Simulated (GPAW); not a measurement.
# FeO (F-43m) in GPAW: single point with PBE

Aim: the single point of FeO with PBE.

Everything below comes from runs of GPAW 26.7.0. Logs are shortened: lines on timing, memory, paths and dates and some standing lists are left out, and cuts for length are marked. The log counts tension as positive stress, the text compression.

## (1) Starting point

Symmetry: F-43m, No. 216, cubic system. Conventional cell: a = 4.764 Å, b = 4.764 Å, c = 4.764 Å, α = 90.00°, β = 90.00°, γ = 90.00°. Fe (site symmetry -43m) is surrounded by 4 O at 2.06 Å. Around O (site symmetry -43m) lie 4 Fe at 2.06 Å.

The cell comes from a database or a generator and needn't be the stable form of this composition.

## (2) Single point, PBE, collinear spin, ferromagnetic start

The input, POSCAR:

```
FeO
1.0
    0.0000000000      2.3818830800      2.3818830800
    2.3818830800      0.0000000000      2.3818830800
    2.3818830800      2.3818830800      0.0000000000
Fe O
1 1
Direct
    0.0000000000      0.0000000000      0.0000000000
    0.2500000000      0.2500000000      0.2500000000
```

Potentials or basis: GPAW PAW data sets (gpaw-data 1.2.1), pw.

On the command line:

```sh
$ OMP_NUM_THREADS=1 gpaw run POSCAR -p 'mode=PW(800),xc=PBE,kpts={size:(10,10,10),gamma:True},occupations={name:fermi-dirac,width:0.05},nbands=17,convergence={density:1e-05,energy:1e-05},maxiter=150,txt=gpaw.txt' --properties efsMm -w gs.gpw --modify 'atoms.set_initial_magnetic_moments([3.0, 0.0])'
```

Standard output:

```text
__  _  _
 | _ |_)|_||  |
 |__||  | ||/\| - 26.7.0

Input parameters:
  mode=PW(ecut=800.0),
  convergence={'density': 1e-05, 'energy': 1e-05},
  kpts=MonkhorstPack(size=[10, 10, 10], gamma=True),
  maxiter=150,
  nbands=17,
  occupations=Occupations(name='fermi-dirac', width=0.05),
  xc=XC(name='PBE')

Diagonalizing LCAO Hamiltonian
Converting LCAO to pw mode

           O

       Fe

Atoms  # Å, Bohr magnetons
|   | symbol |        x |        y |        z |    initial magnetic moments |
|---|--------|----------|----------|----------|-----------------------------|
| 0 |     Fe | 0.000000 | 0.000000 | 0.000000 | ( 0.0000,  0.0000,  3.0000) |
| 1 |      O | 1.190942 | 1.190942 | 1.190942 | ( 0.0000,  0.0000,  0.0000) |

Unit cell  # Å
| periodic |        x |        y |        z |  lengths |    angles |
|----------|----------|----------|----------|----------|-----------|
|      yes | 0.000000 | 2.381883 | 2.381883 | 3.368491 | 60.000000 |
|      yes | 2.381883 | 0.000000 | 2.381883 | 3.368491 | 60.000000 |
|      yes | 2.381883 | 2.381883 | 0.000000 | 3.368491 | 60.000000 |

Number of symmetries: 24
Symmetry operations  # r_c * U_cc + t_c -> r_c
|    | kind |            matrix            |
|----|------|------------------------------|
|  0 |  E   |  1, 0, 0,  0, 1, 0,  0, 0, 1 |
|  1 |  σ   |  1, 0, 0,  0, 0, 1,  0, 1, 0 |
|  2 |  σ   |  1, 0,-1,  0, 1,-1,  0, 0,-1 |
|  3 |  C3  |  1, 0,-1,  0, 0,-1,  0, 1,-1 |
|  4 |  C3  |  1,-1, 0,  0,-1, 1,  0,-1, 0 |
|  5 |  σ   |  1,-1, 0,  0,-1, 0,  0,-1, 1 |
|  6 |  σ   |  0, 1, 0,  1, 0, 0,  0, 0, 1 |
|  7 |  C3  |  0, 1, 0,  0, 0, 1,  1, 0, 0 |
|  8 |  C2  |  0, 1,-1,  1, 0,-1,  0, 0,-1 |
|  9 |  S4  |  0, 1,-1,  0, 0,-1,  1, 0,-1 |
| 10 |  C3  |  0, 0, 1,  1, 0, 0,  0, 1, 0 |
| 11 |  σ   |  0, 0, 1,  0, 1, 0,  1, 0, 0 |
| 12 |  S4  |  0, 0,-1,  1, 0,-1,  0, 1,-1 |
| 13 |  C3  |  0, 0,-1,  0, 1,-1,  1, 0,-1 |
| 14 |  S4  |  0,-1, 1,  1,-1, 0,  0,-1, 0 |
| 15 |  C2  |  0,-1, 1,  0,-1, 0,  1,-1, 0 |
| 16 |  C3  |  0,-1, 0,  1,-1, 0,  0,-1, 1 |
| 17 |  S4  |  0,-1, 0,  0,-1, 1,  1,-1, 0 |
| 18 |  S4  | -1, 1, 0, -1, 0, 1, -1, 0, 0 |
| 19 |  C3  | -1, 1, 0, -1, 0, 0, -1, 0, 1 |
| 20 |  C3  | -1, 0, 1, -1, 1, 0, -1, 0, 0 |
| 21 |  S4  | -1, 0, 1, -1, 0, 0, -1, 1, 0 |
| 22 |  σ   | -1, 0, 0, -1, 1, 0, -1, 0, 1 |
| 23 |  C2  | -1, 0, 0, -1, 0, 1, -1, 1, 0 |

BZ-sampling:
  Number of BZ points: 1000
  Number of IBZ points: 47

  Monkhorst-Pack size: [10, 10, 10]
  Monkhorst-Pack shift: [0.05, 0.05, 0.05]

K-points  # in reciprocal-cell coordinates
|     |                                coordinates |     weight |
|-----|--------------------------------------------|------------|
|   0 | (  0.00000000,   0.00000000,   0.00000000) | 0.00100000 |
|   1 | (  0.10000000,   0.10000000,   0.00000000) | 0.00600000 |
|   2 | (  0.10000000,   0.10000000,   0.10000000) | 0.00800000 |
|   3 | (  0.20000000,   0.10000000,   0.10000000) | 0.01200000 |
|   4 | (  0.20000000,   0.20000000,   0.00000000) | 0.00600000 |
|   5 | (  0.20000000,   0.20000000,   0.10000000) | 0.02400000 |
|   6 | (  0.20000000,   0.20000000,   0.20000000) | 0.00800000 |
|   7 | (  0.30000000,   0.20000000,   0.10000000) | 0.02400000 |
|   8 | (  0.30000000,   0.20000000,   0.20000000) | 0.02400000 |
|   9 | (  0.30000000,   0.30000000,   0.00000000) | 0.00600000 |
| ... |                                            |            |
|  46 | (  0.50000000,   0.50000000,   0.50000000) | 0.00400000 |

Plane wave coefficients: 1411
Cutoff: 800.0 eV

Spin-components: 2 (collinear spins)
Bands:           17
Projectors:      11
Spin-degeneracy: 1
Datatype:        complex128

Parallelization:
  kpt:    1
  domain: 1
  band:   1

Density:
  Valence electrons: 14.0
  Components: 2
  Grid points: [24 24 24]
  Charge: 0.0  # |e|

Potential:
  Grid points: [24 24 24]

species:
  Fe:
    name:    Iron
    Z:       26.0
    valence: 8
    core:    18
    charge:  0.0  # [|e|]
    compensation charges:
      type: gauss
      rc: 0.33  # [Å]
      lmax: 2
    cutoffs:
      filter: 2.06  # [Å]
      core: 2.67  # [Å]
    projectors
    | kind |    occ | energy [eV] | rcut [Å] |
    |------|--------|-------------|----------|
    |   4s |  2.000 |      -5.291 |    1.164 |
    |   4p |  0.000 |      -1.326 |    1.058 |
    |   3d |  6.000 |      -7.505 |    1.058 |
    |    s |        |      21.920 |    1.164 |
    |    p |        |      25.885 |    1.058 |
    |    d |        |      19.706 |    1.058 |

    Using partial waves for Fe as LCAO basis

  O:
    name:    Oxygen
    Z:       8.0
    valence: 6
    core:    2
    charge:  0.0  # [|e|]
    compensation charges:
      type: gauss
      rc: 0.21  # [Å]
      lmax: 2
    cutoffs:
      filter: 1.17  # [Å]
      core: 0.83  # [Å]
    projectors
    | kind |    occ | energy [eV] | rcut [Å] |
    |------|--------|-------------|----------|
    |   2s |  2.000 |     -23.961 |    0.688 |
    |   2p |  4.000 |      -9.029 |    0.598 |
    |    s |        |       3.251 |    0.688 |
    |    p |        |      18.182 |    0.598 |
    |    d |        |       0.000 |    0.619 |

    Using partial waves for O as LCAO basis

Reference energy: -36660.306901  # eV

eigensolver:
  PPCG
  Converge bands: occupied
  niter=2

density mixing:
  MSR1-Mixer
  Pratt-step length: 0.05
  Maximum mixing coefficient: 0.75
  Old densities: 10
  SVD Regularization: 0.005
  Good broyden scale: 1.0
  Trust region scale: 1.0
  Backstep threshold: 4.0
  History deletion threshold: 6.0
  Fourier metric: weight=20.0, sigma=0.015

occupation numbers:
  Fermi-Dirac:
    width: 0.0500  # eV

poisson solver:
  ecut: 6400.0  # eV

xc functional:
  name: PBE with 2 nearest neighbor stencil

convergence criteria:
- Maximum integral of absolute [dens]ity change: 1e-05 electrons / valence electron
- Maximum [total energy] change in last 3 cyles: 1e-05 eV / valence electron
- Maximum integral of absolute [eigenst]ate change: 4e-08 eV^2 / valence electron
maximum number of iterations: 150

SCF iterations
|iter     | |      energy | eigst |  dens |  magmom |
|---------|-|-------------|-------|-------|---------|
|iter:   1| |  -16.699756 | -0.15 |       |  +3.0024|
|iter:   2| |  -16.372586 | -1.84 | -0.69 |  +3.0536|
|iter:   3| |  -15.811764 | -1.59 | -0.73 |  +3.5493|
|iter:   4| |  -15.856988 | -2.57 | -1.21 |  +3.8157|
|iter:   5| |  -15.881620 | -2.95 | -1.51 |  +3.9669|
|iter:   6| |  -15.873524 | -3.17 | -1.71 |  +4.0296|
|iter:   7| |  -15.874238 | -4.25 | -2.34 |  +4.0328|
|iter:   8| |  -15.874434 | -5.02 | -2.77 |  +4.0307|
|iter:   9| |  -15.874501 | -5.60 | -3.27 |  +4.0283|
|iter:  10| |  -15.874508c| -6.88 | -3.90 |  +4.0283|
|iter:  11| |  -15.874512c| -6.94 | -4.12 |  +4.0285|
|iter:  12| |  -15.874512c| -8.35c| -4.86 |  +4.0285|
|iter:  13| |  -15.874511c| -9.00c| -5.35c|  +4.0285|

Converged in 13 steps
Energy contributions relative to reference atoms: (reference = -36660.306901)

Energy contributions:
  Kinetic:          18.902544
  Coulomb:         -18.176218
  Zero:              0.257295
  External:          0.000000
  Xc:              -16.848179
  Entropy:          -0.019905
  Spinorbit:         0.000000
  ----------------------------
  Free energy:     -15.884464
  Extrapolated:    -15.874511

dipole moment: (-12.442576, -12.442576, -12.442576)  # |e|*Ang

Total magnetic moment: (0.000000, 0.000000, 4.028452)

Local magnetic moments
|        x |        y |        z |
|----------|----------|----------|
| 0.000000 | 0.000000 | 3.543802 |  # Fe   0
| 0.000000 | 0.000000 | 0.219907 |  # O    1

Fermi level: 5.821
Eigenvalues  # (at kpt = [0.000, 0.000, 0.000])
| band index |      eig [eV] | occ [0-1] |      eig [eV] | occ [0-1] |
|------------|---------------|-----------|---------------|-----------|
|          0 |       -13.880 |     1.000 |       -13.368 |     1.000 |
|          1 |        -0.361 |     1.000 |         0.993 |     1.000 |
|          2 |        -0.361 |     1.000 |         0.993 |     1.000 |
|          3 |        -0.361 |     1.000 |         0.993 |     1.000 |
|          4 |         2.279 |     1.000 |         5.367 |     1.000 |
|          5 |         2.279 |     1.000 |         5.974 |     0.045 |
|          6 |         4.785 |     1.000 |         5.974 |     0.045 |
|          7 |         5.186 |     1.000 |         7.937 |     0.000 |
|          8 |         5.186 |     1.000 |         7.937 |     0.000 |
|          9 |         5.186 |     1.000 |         7.937 |     0.000 |
|         10 |        17.868 |     0.000 |        18.872 |     0.000 |
|         11 |        17.868 |     0.000 |        18.872 |     0.000 |
|         12 |        17.868 |     0.000 |        18.872 |     0.000 |
|         13 |        23.450 |     0.000 |        23.800 |     0.000 |
|         14 |        23.450 |     0.000 |        24.011 |     0.000 |
|        ... |               |           |               |           |
|         16 |        23.717 |     0.000 |        24.011 |     0.000 |

No gap
No difference between direct/indirect transitions

Forces  # eV/Ang
|       x |        y |        z |
|---------|----------|----------|
| 0.00000 |  0.00000 |  0.00000 |  # Fe   0
| 0.00000 | -0.00000 | -0.00000 |  # O    1

Stress tensor  # eV/Ang^3
|        x |        y |        z |
|----------|----------|----------|
| 0.070090 | 0.000000 | 0.000000 |
| 0.000000 | 0.070090 | 0.000000 |
| 0.000000 | 0.000000 | 0.070090 |

# Writing to gs.gpw (mode='')
```

Wall time 63 s (1 thread of Arm Neoverse V1, shared host); peak memory 0.2 GiB.

Results:

| Property | Result |
| --- | --- |
| Free energy | -15.8845 eV |
| Pressure | -11.2 GPa |
| Band gap on the k mesh | none (metal or under the smearing width) |
| Net moment | 4.03 μB per cell |
| Site moments | Fe +3.54; O +0.22 μB |

Levels at points of the mesh, in eV from the Fermi level:
Spin up:
```
           k point  band 5  band 6  band 7  band 8  band 9  band 10  band 11  band 12  band 13
(0.00, 0.00, 0.00)   -3.54   -3.54   -1.04   -0.64   -0.64    -0.64    12.05    12.05    12.05
(0.50, 0.50, 0.00)   -3.73   -3.29   -2.79   -2.47   -2.47     3.95     7.75     9.39    11.89
(0.50, 0.50, 0.50)   -3.39   -3.39   -3.22   -1.42   -1.42     4.07     5.49    11.61    11.61
```
Spin down:
| k point | band 3 | band 4 | band 5 | band 6 | band 7 | band 8 |
| --- | --- | --- | --- | --- | --- | --- |
| (0.00, 0.00, 0.00) | -4.83 | -4.83 | -0.45 | 0.15 | 0.15 | 2.12 |
| (0.50, 0.50, 0.00) | -4.49 | -4.49 | -0.91 | 0.43 | 0.53 | 0.80 |
| (0.50, 0.50, 0.50) | -4.63 | -4.63 | 0.07 | 0.29 | 0.29 | 1.40 |

Caveat: a cell with one magnetic atom can't hold antiferromagnetic order, which such compounds often take; semilocal functionals often make such compounds metallic where correlation or magnetic order opens a gap, which also shifts bond lengths. With open d or f shells a metallic result of PBE can be an artefact of self-interaction; +U or a hybrid may open a gap.
